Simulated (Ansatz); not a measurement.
# Tl (001): surface energy and levels, part 1 of 2

Aim: for Tl, cut the (001) surface, relax it and get its surface energy and levels.

Method: DFT PBE, scalar-relativistic, plane waves, PAW, in Ansatz 0.2.0.

3 further runs of the same task are left out: 1 that didn't finish, 2 set aside as unsound or not needed.

**1. Starting point**

It takes space group P6_3/mmc (No. 194, hexagonal). The conventional cell has a = 3.612 Å, b = 3.612 Å, c = 5.565 Å, α = 90.00°, β = 90.00°, γ = 120.00°. Tl (site symmetry -6m2) is surrounded by 12 Tl at 3.48 to 3.61 Å.

Coordinates:

```
CELL_PARAMETERS angstrom
3.61243 0.00000 0.00000
-1.80621 3.12846 0.00000
0.00000 0.00000 5.56527
ATOMIC_POSITIONS crystal
Tl 0.33333 0.66667 0.75000
Tl 0.66667 0.33333 0.25000
```

This cell was relaxed beforehand with the same method: volume 31.45 Å³/atom, gap on the mesh none (metal).

**2. Bulk reference on the slab's mesh**

File input.yaml:

```yaml
crystal:
  lattice:
    - [3.612429659, 0.0, 0.0]
    - [-1.8062148295, 3.1284558541, 0.0]
    - [0.0, 0.0, 5.5652678597]
  atoms:
    - { symbol: Tl, position: [0.3333333333, 0.6666666667, 0.75] }
    - { symbol: Tl, position: [0.6666666667, 0.3333333333, 0.25] }
basis:
  ecutwfc: 420
kpoints:
  mp_grid: { grid: [12, 12, 6] }
hamiltonian:
  xc: pbe
scf:
  occupations: { method: gaussian, width: 0.1 }
output:
  forces: true
  stress: true
  eigenvalues: true
```

Command:

```bash
ansatz run input.yaml --threads 2 --pin off --max-ram 5632MiB --backend cpu --events-out ev --progress --plain --runs-dir out
```

Standard output, cut to the lines that bear on the results:

```text
Warning: RAYON_NUM_THREADS=2 ignored (pool sized by the plan → 2); use --threads N
[...]
Pseudopotentials: kind: paw
Pseudopotential: Tl, paw, valence charge 13, recommended cutoff 420 eV (normal), Tl.paw.azcp
Functional definition: PBE
[...]
Crystal: 2 atoms, lattice volume = 62.895 Å³
Basis set: ecut = 420 eV, 1219 PW (Γ), exchange–correlation on 50×50×80 points (8 copies of the dense FFT grid, shifted against one another)
Bands: 17, of which v1, the nominal top of the filled ones, is band 13 counted from 1 (12 counted from 0)
Symmetry: 24 space group operations
Space group: P63/mmc (ITA 194), of the structure as read, at distance tolerance 4.0e-5 Å
k-points: 76 of 864
[...]
SCF iter   1: F=—  HF=-22888.316313 eV  |F-HF|=—  |Δ(HF+E_count)|=         —  Δρ=7.08e-4  dr2=3.17e-4  ethr=1.77e-3  ⟨swp⟩=6.0  Hψ=6340  notcnv=0
[...]
SCF iter   6: F=-22888.314705 eV  HF=-22888.314705 eV  |F-HF|=5.44e-9  |Δ(HF+E_count)|=   2.56e-9  Δρ=3.99e-6  dr2=7.76e-9  ethr=1.42e-10  ⟨swp⟩=1.6  Hψ=4149  notcnv=0
[...]
SCF converged after 6 iterations
Free energy (F): -22888.314705 eV
[...]
E sigma→0 (E₀):  -22888.313305 eV
Entropy (-TS):   -0.002800 eV (-1.400 meV/atom)
Fermi energy:    9.105791 eV
[...]
--- Forces (eV/Å), atoms counted from 1 ---
  atom   1  Tl    -0.00000000     0.00000000     0.00000000
  atom   2  Tl     0.00000000    -0.00000000    -0.00000000
[...]
--- Stress (GPa, compression-positive) ---
       -0.065402      -0.000000       0.000000
       -0.000000      -0.065402       0.000000
        0.000000       0.000000       0.397715
  P = ⅓ Tr σ = 0.0890 GPa (0.890 kbar)
--- Band table (eV; the first three rows and the last of 76) ---
  k-point 0: bands = ["-2.5122", "-2.3431", "-2.3431", "-2.3253", "-2.2976", "-2.2976", "-2.2887", "-2.2887", "-1.9807", "-1.9807", "-0.3094", "4.3049", "6.7711", "16.0698", "16.0698", "18.0513", "18.0513"]
[...]
```

Run time: 1.9 s. Hardware: 2 threads of Arm Neoverse V1, shared host; peak memory 0.35 GiB.

**3. Variant: eigensolver.kind davidson**

Edit input.yaml of step 2 so:

```diff
@@ -16,5 +16,6 @@
   occupations: { method: gaussian, width: 0.1 }
+  eigensolver: { kind: davidson }
 output:
   forces: true
+  eigenvalues: true
   stress: true
-  eigenvalues: true
```

Command:

```bash
ansatz run input.yaml --threads 2 --pin off --max-ram 5632MiB --backend cpu --events-out ev --progress --plain --runs-dir out
```

Standard output, cut to the lines that bear on the results:

```text
Warning: RAYON_NUM_THREADS=2 ignored (pool sized by the plan → 2); use --threads N
[...]
[... 3 set-up lines as earlier in the session ...]
[...]
Crystal: 2 atoms, lattice volume = 62.895 Å³
Basis set: ecut = 420 eV, 1219 PW (Γ), exchange–correlation on 50×50×80 points (8 copies of the dense FFT grid, shifted against one another)
Bands: 17, of which v1, the nominal top of the filled ones, is band 13 counted from 1 (12 counted from 0)
[... 2 set-up lines as earlier in the session ...]
k-points: 76 of 864
[...]
SCF iter   1: F=—  HF=-22888.314216 eV  |F-HF|=—  |Δ(HF+E_count)|=         —  Δρ=6.48e-4  dr2=2.87e-4  ethr=1.77e-3  ⟨swp⟩=6.9  Hψ=5451  notcnv=0
[...]
the search or the solves at the SCF's close seem to have found levels that the self-consistency loop had missed (the run counts 3). By its estimate they hold under 1e-12 electrons; where the run keeps them, the occupations were computed again with them
[...]
SCF converged after 6 iterations
Free energy (F): -22888.314705 eV
[...]
E sigma→0 (E₀):  -22888.313305 eV
Entropy (-TS):   -0.002800 eV (-1.400 meV/atom)
Fermi energy:    9.105796 eV
[...]
--- Forces (eV/Å), atoms counted from 1 ---
  atom   1  Tl    -0.00000000     0.00000000     0.00000000
  atom   2  Tl     0.00000000    -0.00000000    -0.00000000
[...]
--- Stress (GPa, compression-positive) ---
       -0.065461      -0.000000       0.000000
       -0.000000      -0.065461       0.000000
        0.000000       0.000000       0.397670
  P = ⅓ Tr σ = 0.0889 GPa (0.889 kbar)
--- Band table (eV; the first three rows and the last of 76) ---
  k-point 0: bands = ["-2.5121", "-2.3430", "-2.3430", "-2.3252", "-2.2975", "-2.2975", "-2.2886", "-2.2886", "-1.9806", "-1.9806", "-0.3094", "4.3049", "6.7711", "16.0698", "16.0698", "18.0513", "18.0513"]
[...]
```

Run time: 2.7 s. Hardware: 2 threads of Arm Neoverse V1, shared host; peak memory 0.33 GiB.

```csv
run,ending,energy change,pressure (GPa),gap (eV),force (eV/Å),cycles,time
step 2,converged,0,0.1,0.00,0.00,6,1.9 s
variant,converged,0.0 meV/atom,0.1,0.00,0.00,6,2.7 s
```

Energy and cycle count are those of the reference, so the change (solver) left the result and the number of cycles as they were.

Bulk reference and slab share their plane, in-plane mesh and smearing. Its energy with the smearing taken to zero: -11444.1567 eV/atom.

**4. Cutting the (001) slab**

Planes are indexed in the bulk's conventional cell (P6_3/mmc (No. 194)), a = 3.612 Å, b = 3.612 Å, c = 5.565 Å, α = 90.00°, β = 90.00°, γ = 120.00°.

The slab is a (001) slab, 11.1 Å thick as cut, with 15 Å of vacuum; its outer planes are Tl (top) and Tl (bottom).

The slab as cut. Layers, bottom to top:

```csv
plane,atoms per cell,height over the lowest (Å)
1,Tl,0.00
2,Tl,2.78
3,Tl,5.57
4,Tl,8.35
5,Tl,11.13
```

**5. The slab as cut, atoms at the bulk's places**

A dipole layer in the vacuum cancels the field that periodic copies would set up if the slab's two faces differ.

File input.yaml:

```yaml
crystal:
  lattice:
    - [3.612429659, 0.0, 0.0]
    - [-1.8062148295, 3.1284558541, 0.0]
    - [0.0, 0.0, 26.1305357194]
  atoms:
    - { symbol: Tl, position: [0.3333333333, 0.6666666667, 0.2870205219] }
    - { symbol: Tl, position: [0.6666666667, 0.3333333333, 0.393510261] }
    - { symbol: Tl, position: [0.3333333333, 0.6666666667, 0.5] }
    - { symbol: Tl, position: [0.6666666667, 0.3333333333, 0.606489739] }
    - { symbol: Tl, position: [0.3333333333, 0.6666666667, 0.7129794781] }
basis:
  ecutwfc: 420
kpoints:
  mp_grid: { grid: [12, 12, 1] }
hamiltonian:
  xc: pbe
scf:
  occupations: { method: gaussian, width: 0.1 }
output:
  forces: true
  eigenvalues: true
  write_density: true
  write_potential: true
  elf: true
  volumetric_format: npy
efield:
  axis: 3
  dipole_correction: true
  ramp_width: 0.04
```

Command:

```bash
ansatz run input.yaml --threads 2 --pin off --max-ram 5632MiB --backend cpu --events-out ev --progress --plain --runs-dir out
```

Standard output:

```text
Warning: RAYON_NUM_THREADS=2 ignored (pool sized by the plan → 2); use --threads N
Engine: ansatz 0.2.0, aarch64-unknown-linux-gnu
[... 3 set-up lines as earlier in the session ...]
  parameter kappa = 0.804
  parameter beta = 0.06672455060314922
  exchange = pbe_x(kappa = kappa, mu = beta*pi^2/3)
  correlation = pbe_c(beta = beta)
Crystal: 5 atoms, lattice volume = 295.310 Å³
Basis set: ecut = 420 eV, 5703 PW (Γ), exchange–correlation on 50×50×360 points (8 copies of the dense FFT grid, shifted against one another)
Bands: 39, of which v1, the nominal top of the filled ones, is band 33 counted from 1 (32 counted from 0)
Symmetry: 6 space group operations
k-points: 19 of 144 (time reversal used)
Non-local potential: Tl, projectors of the file, l = 0: 2, l = 1: 2, l = 2: 2, l = 3: 1
PAW form: soft (Blöchl's): semilocal exchange-correlation on the pseudo side does not see the compensation charge
PAW one-centre angular grid: Tl, 590 points (default); XC on 64 Gauss nodes
Initial density: superposition of atomic densities (neutral atoms: chi_scale 0, normalization atom), corrected by the library's trained network
Initial wavefunctions: pseudopotential atomic-orbital guess
Functional: x = pbe(κ = 0.804, μ = 0.2195149727645171), c = pbe(β = 0.06672455060314922)
SCF iter   1: F=—  HF=-57220.364942 eV  |F-HF|=—  |Δ(HF+E_count)|=         —  Δρ=1.07e-3  dr2=1.19e-2  ethr=1.77e-3  p=0.000 e·Å  D=3.08e-14 V/Å  ΔV_dip=-0.00 eV  dr2_dipole=6.66e-9  V_vac-E_F(+/−)=3.46/3.46 eV  ⟨swp⟩=6.1  Hψ=3031  notcnv=0
efield: sawtooth ramp at fractional position 0.9800 (placed from the atoms, in the widest stretch of the axis that holds none; the zero of the levels goes with the place), width 0.0400; the density the first Hamiltonian is built on has a dipole p = 0.000 e·Å; the dipole correction subtracts the counter field D = 3.08e-14 V/Å, which shifts the + side's vacuum level by -0.00 eV against the − side's; the planar-averaged density in the ramp window peaks in size at 1.6e-5 e/Å³
preconditioner: auto → LDOS  [metal: Δε(μ)=0.069 eV  Ē_g=12.049 eV  σ=0.100 eV  W_gap=0.35  n_scr=46 (ndim 8)  ℏωp=17.4 eV  f_vac=0.431  D(μ)=2.56/eV (n_scr^D=10)  β→1.0]
SCF iter   2: F=—  HF=-57220.362623 eV  |F-HF|=—  |Δ(HF+E_count)|=   2.32e-3  Δρ=6.45e-4  dr2=2.92e-3  ethr=1.83e-5  p=-0.000 e·Å  D=-5.99e-8 V/Å  ΔV_dip=0.00 eV  dr2_dipole=4.09e-9  V_vac-E_F(+/−)=3.51/3.51 eV  ⟨swp⟩=2.1  Hψ=1551  notcnv=0  defer=13
SCF iter   3: F=—  HF=-57220.362256 eV  |F-HF|=—  |Δ(HF+E_count)|=   3.67e-4  Δρ=3.21e-4  dr2=1.00e-3  ethr=4.49e-6  p=-0.000 e·Å  D=-5.55e-7 V/Å  ΔV_dip=0.00 eV  dr2_dipole=2.53e-9  V_vac-E_F(+/−)=3.51/3.51 eV  ⟨swp⟩=2.0  Hψ=1344  notcnv=0  defer=13
SCF iter   4: F=—  HF=-57220.362135 eV  |F-HF|=—  |Δ(HF+E_count)|=   1.20e-4  Δρ=1.32e-4  dr2=1.38e-4  ethr=1.54e-6  p=-0.000 e·Å  D=-1.44e-7 V/Å  ΔV_dip=0.00 eV  dr2_dipole=1.15e-11  V_vac-E_F(+/−)=3.51/3.51 eV  ⟨swp⟩=2.4  Hψ=1227  notcnv=0  defer=13
SCF iter   5: F=—  HF=-57220.362117 eV  |F-HF|=—  |Δ(HF+E_count)|=   1.81e-5  Δρ=2.80e-5  dr2=5.79e-6  ethr=2.13e-7  p=-0.000 e·Å  D=-2.43e-8 V/Å  ΔV_dip=0.00 eV  dr2_dipole=2.66e-12  V_vac-E_F(+/−)=3.51/3.51 eV  ⟨swp⟩=2.5  Hψ=1267  notcnv=0  defer=13
SCF iter   6: F=—  HF=-57220.362159 eV  |F-HF|=—  |Δ(HF+E_count)|=   4.14e-5  Δρ=4.05e-6  dr2=1.41e-7  ethr=8.90e-9  p=0.000 e·Å  D=4.68e-9 V/Å  ΔV_dip=-0.00 eV  dr2_dipole=4.29e-11  V_vac-E_F(+/−)=3.51/3.51 eV  ⟨swp⟩=2.2  Hψ=1309  notcnv=0  defer=13
SCF iter   7: F=-57220.362159 eV  HF=-57220.362159 eV  |F-HF|=2.94e-8  |Δ(HF+E_count)|=   3.97e-9  Δρ=1.51e-6  dr2=3.54e-8  ethr=1.54e-10  p=0.000 e·Å  D=4.53e-8 V/Å  ΔV_dip=-0.00 eV  dr2_dipole=2.49e-12  V_vac-E_F(+/−)=3.51/3.51 eV  ⟨swp⟩=13.1  Hψ=5629  notcnv=0
SCF 1 converged in 7 iterations: F = -57220.362159 eV  dr2 = 3.54e-8
WARN: The output density's exchange-correlation potential varies sharply where the density is thin. Do not read a vacuum level from v_tot or v_xc, or from such a field of the output density. On a cell that repeats whose density bears no net charge and no dipole along the vacuum's axis use v_es (v_loc + v_h of the components); under efield.dipole_correction with no amplitude use v_es + v_field, which holds any external_charges[].barrier, or the levels of the report's work_function block, which leave it out; under a non-zero efield.amplitude the vacuum is tilted and has no level; on a cell that repeats and bears such a dipole with no correction it is tilted too, and efield.dipole_correction with no amplitude gives each side of its ramp a level where efield: is served; in a cell that repeats whose density bears a net charge (total_charge, or a fill off its count) it is curved and has none; of a slab under crystal.periodic whose density bears no net charge use v_es, which has a level on each side, short of where the two are joined; of another it falls or rises all the way out and has none; of a slab beside external_charges read slab_vacuum_level instead, which it has where they leave it neutral. The grid or the basis barely resolves most such structure, and the values can differ between equally converged runs; as a rule a tighter scf.convergence.dr2_threshold does not remove it. Where the density itself ripples (under the LDA too) a higher basis.ecutwfc lessens it. The files hold the spikes' plane waves up to the density's cutoff. Files: v_tot_of_output_density and the like, and their columns of v_z.tsv (output.write_potential); v_xc_of_output_density and the like, and their columns of v_comp_z.tsv (output.write_potential_components). Measured: with its Gaussian average of σ = 0.25 Å subtracted twice, the exchange-correlation potential is over 0.1 eV at 1825 of the grid points where the equally averaged density (valence and model cores) is under 1e-3 e/Å³, and 2.20 eV at the most among them, at an averaged density of 2.1e-7 e/Å³. The input density's (outcome.potential() and, of a run that writes arrays, v_tot and v_xc) is over 0.1 eV, so measured, at 151 points of its own thin density, 0.369 eV at the most. See output.write_potential in the manual, Limitations
SCF converged after 7 iterations
Free energy (F): -57220.362159 eV
Harris-Foulkes:  -57220.362159 eV  (|F-HF|=2.94e-8)
Internal energy: -57220.349726 eV  (E = F + TS)
E sigma→0 (E₀):  -57220.355942 eV
Entropy (-TS):   -0.012433 eV (-2.487 meV/atom)
Fermi energy:    3.261942 eV
Dipole field:    D = 0.000002 V/Å  (p = 0.000003 e·Å, saw-weighted, corrected)
Work function:   Φ+ = 3.5066 eV   Φ− = 3.5067 eV
Levels:          The Fermi level and band energies are counted from a zero that moves with the ramp; work functions are not
--- Per-component energies (eV) ---
  E_band       = -421.083787
  E_kinetic    = 1663.776204
  E_local      = -37951.567893  (includes V_loc(G=0)·N_el)
  E_nonlocal   = 1585.662743
  E_hartree    = 18175.311644
  E_xc         = -1151.480415
  E_vxc        = -707.494901  (∫ρ·V_xc dr)
  E_paw        = -50819.682254  (= ΣΔE_a)
  E_vpaw       = -1362.045503  (= ΣTr[D̂ρ^β])
  E_aug_tail   = 0.000167  (compensation charges beyond the density's cutoff)
  E_efield     = 0.000000  (sawtooth field / dipole correction)
  E_vefield    = 0.000000  (∫n·V_field dr)
  E_ewald      = 11277.630079
  E_smearing   = -0.012433  (= −TS)
  E_closure    = -0.000000  (closes the sum)
  Σ components = -57220.362159   (vs F -57220.362159, Δ=0.00e0)
--- Forces (eV/Å), atoms counted from 1 ---
  atom   1  Tl     0.00000000    -0.00000000     0.00686227
  atom   2  Tl     0.00000000     0.00000000     0.06907755
  atom   3  Tl     0.00000000     0.00000000     0.00000006
  atom   4  Tl     0.00000000     0.00000000    -0.06907811
  atom   5  Tl     0.00000000    -0.00000000    -0.00686186
  max |Σ_I F_I| component: 8.90e-8 eV/Å
--- Band table (eV; the first three rows and the last of 19) ---
  k-point 0: bands = ["-8.4389", "-8.4350", "-8.3133", "-8.3133", "-8.3129", "-8.3129", "-8.3092", "-8.2514", "-8.2505", "-8.2505", "-8.2492", "-8.2492", "-8.1797", "-8.1790", "-8.1790", "-8.1636", "-8.1636", "-8.1134", "-8.1134", "-8.0102", "-8.0102", "-7.9260", "-7.9260", "-7.8468", "-7.8468", "-6.0113", "-5.5547", "-4.7032", "-3.5436", "-2.2612", "1.4214", "2.9638", "4.9162", "6.1888", "7.0264", "7.2747", "9.0312", "9.3213", "10.3457"]
  k-point 1: bands = ["-8.4262", "-8.4228", "-8.3209", "-8.3194", "-8.3019", "-8.2948", "-8.2944", "-8.2658", "-8.2545", "-8.2395", "-8.2366", "-8.2302", "-8.1869", "-8.1753", "-8.1735", "-8.1650", "-8.1601", "-8.1069", "-8.1057", "-8.0202", "-8.0105", "-7.9417", "-7.9251", "-7.8657", "-7.8436", "-5.8938", "-5.4366", "-4.5884", "-3.4382", "-2.1729", "1.5588", "3.0707", "4.9963", "6.2838", "7.1168", "7.3533", "8.9984", "9.1004", "9.3272"]
  k-point 2: bands = ["-8.4126", "-8.4107", "-8.3317", "-8.3243", "-8.3099", "-8.2874", "-8.2543", "-8.2541", "-8.2488", "-8.2129", "-8.2112", "-8.2111", "-8.2104", "-8.1970", "-8.1637", "-8.1533", "-8.1088", "-8.0764", "-8.0760", "-8.0321", "-8.0060", "-7.9699", "-7.9215", "-7.9100", "-7.8362", "-5.5389", "-5.0825", "-4.2456", "-3.1240", "-1.9107", "1.9594", "3.3683", "5.1663", "6.5075", "6.9680", "7.1827", "7.3917", "7.6759", "8.2510"]
  k-point 18: bands = ["-8.4350", "-8.3842", "-8.3787", "-8.3619", "-8.3416", "-8.3163", "-8.2384", "-8.2191", "-8.2150", "-8.1966", "-8.1799", "-8.1790", "-8.1618", "-8.1079", "-8.1028", "-8.0918", "-8.0422", "-8.0303", "-7.9946", "-7.9938", "-7.9929", "-7.8800", "-7.8600", "-7.8593", "-7.8310", "-1.4256", "-1.4069", "-1.2683", "-1.1889", "-1.0861", "2.2453", "2.6622", "2.7396", "2.8690", "3.4394", "3.5701", "3.9515", "4.5456", "4.5959"]
```

It took 11 s on 2 threads of Arm Neoverse V1, shared host; peak memory 0.53 GiB.

This gives work function 3.51 eV.

Density in a lattice plane of the grid's cell (edges 3.61 and 26.13 Å, at 0.667 of the third edge), which holds Tl.

Ten even steps from '0' (0.00 e/Å³) to '9' (8.22 e/Å³):
```
000000
000000
000000
000000
000000
026200
000000
000000
000000
039300
000000
000000
000000
026200
000000
000000
000000
000000
000000
000000
```
Columns run along the first of these edges and rows up along the second, over one cell in 6 and 20 even steps from the bottom left corner. Atoms in the plane (fractional): Tl at (0.33, 0.29), Tl at (0.33, 0.50), Tl at (0.33, 0.71).

ELF in the same plane.

Values, 12 rows by 6 columns:
```
0.00 0.00 0.00 0.00 0.00 0.00
0.01 0.01 0.02 0.01 0.01 0.01
0.32 0.39 0.43 0.40 0.32 0.12
0.15 0.24 0.29 0.24 0.16 0.15
0.29 0.18 0.15 0.18 0.29 0.33
0.33 0.24 0.01 0.24 0.33 0.14
0.29 0.18 0.15 0.18 0.29 0.33
0.15 0.24 0.29 0.24 0.16 0.15
0.32 0.39 0.43 0.40 0.32 0.12
0.01 0.01 0.02 0.01 0.01 0.01
0.00 0.00 0.00 0.00 0.00 0.00
0.00 0.00 0.00 0.00 0.00 0.00
```
Columns run along the first of these edges and rows up along the second, over one cell in 6 and 12 even steps from the bottom left corner. Atoms in the plane (fractional): Tl at (0.33, 0.29), Tl at (0.33, 0.50), Tl at (0.33, 0.71).

Both are smooth fields of the valence electrons: close to the nuclei they are not physical.

**6. Changing settings: xc r2scan**

Edit input.yaml of step 5 so:

```diff
@@ -16,3 +16,3 @@
 hamiltonian:
-  xc: pbe
+  xc: r2scan
 scf:
@@ -22,6 +22,2 @@
   eigenvalues: true
-  write_density: true
-  write_potential: true
-  elf: true
-  volumetric_format: npy
 efield:
```

Command:

```bash
ansatz run input.yaml --threads 2 --pin off --max-ram 5632MiB --backend cpu --events-out ev --progress --plain --runs-dir out
```

Standard output, cut to the lines that bear on the results:

```text
Warning: basis.ecutwfc = 420 eV is below the records' recommended 500 eV, and the density's cutoff is lower with it unless basis.ecutrho_ratio is high enough to keep the records' density cutoff: compare with a run at a higher cutoff
Warning: RAYON_NUM_THREADS=2 ignored (pool sized by the plan → 2); use --threads N
[...]
[... 1 set-up line as earlier in the session ...]
Pseudopotential: Tl, paw, valence charge 13, recommended cutoff 500 eV (meta_gga), Tl.paw.azcp
Functional definition: r2SCAN
[...]
Crystal: 5 atoms, lattice volume = 295.310 Å³
Basis set: ecut = 420 eV, 5703 PW (Γ), exchange–correlation on 100×100×720 points (64 copies of the dense FFT grid, shifted against one another)
Bands: 39, of which v1, the nominal top of the filled ones, is band 33 counted from 1 (32 counted from 0)
[... 1 set-up line as earlier in the session ...]
k-points: 19 of 144 (time reversal used)
[...]
SCF iter   1: F=—  HF=-57292.404374 eV  |F-HF|=—  |Δ(HF+E_count)|=         —  Δρ=5.99e-3  dr2=1.02e-1  dr2_τ=3.03e-2  ethr=1.77e-3  p=0.000 e·Å  D=3.08e-14 V/Å  ΔV_dip=-0.00 eV  dr2_dipole=1.13e-7  V_vac-E_F(+/−)=3.52/3.52 eV  ⟨swp⟩=6.1  Hψ=2986  notcnv=0
[...]
SCF iter   8: F=-57292.374704 eV  HF=-57292.374704 eV  |F-HF|=7.38e-9  |Δ(HF+E_count)|=   2.54e-8  Δρ=1.12e-6  dr2=8.57e-9  dr2_τ=2.74e-10  ethr=1.54e-10  p=0.000 e·Å  D=1.22e-8 V/Å  ΔV_dip=-0.00 eV  dr2_dipole=3.97e-16  V_vac-E_F(+/−)=3.50/3.50 eV  ⟨swp⟩=5.6  Hψ=2965  notcnv=0
[...]
SCF converged after 8 iterations
Free energy (F): -57292.374704 eV
[...]
E sigma→0 (E₀):  -57292.368653 eV
Entropy (-TS):   -0.012103 eV (-2.421 meV/atom)
Fermi energy:    3.250379 eV
Dipole field:    D = 0.000000 V/Å  (p = 0.000000 e·Å, saw-weighted, corrected)
Work function:   Φ+ = 3.5021 eV   Φ− = 3.5021 eV
Levels:          The Fermi level and band energies are counted from a zero that moves with the ramp; work functions are not
[...]
--- Forces (eV/Å), atoms counted from 1 ---
  atom   1  Tl    -0.00000000     0.00000000     0.10369959
  atom   2  Tl     0.00000000     0.00000000     0.08012313
  atom   3  Tl     0.00000000     0.00000000     0.00000003
  atom   4  Tl     0.00000000     0.00000000    -0.08012269
  atom   5  Tl    -0.00000000    -0.00000000    -0.10369975
[...]
--- Band table (eV; the first three rows and the last of 19) ---
[...]
```

Wall time 18 s (2 threads of Arm Neoverse V1, shared host); peak memory 0.87 GiB.

```csv
run,ending,energy change,gap (eV),force (eV/Å),cycles,time
step 5,converged,-,0.00,0.07,7,11 s
variant,converged,not comparable,0.00,0.10,8,18 s
```

A change of functional puts the total energy on another scale; the largest force goes from 0.07 to 0.10 eV/Å. The cutoff is under what these potentials recommend, as the log warns, so basis error is mixed in.

(Continued in part 2 of 2.)
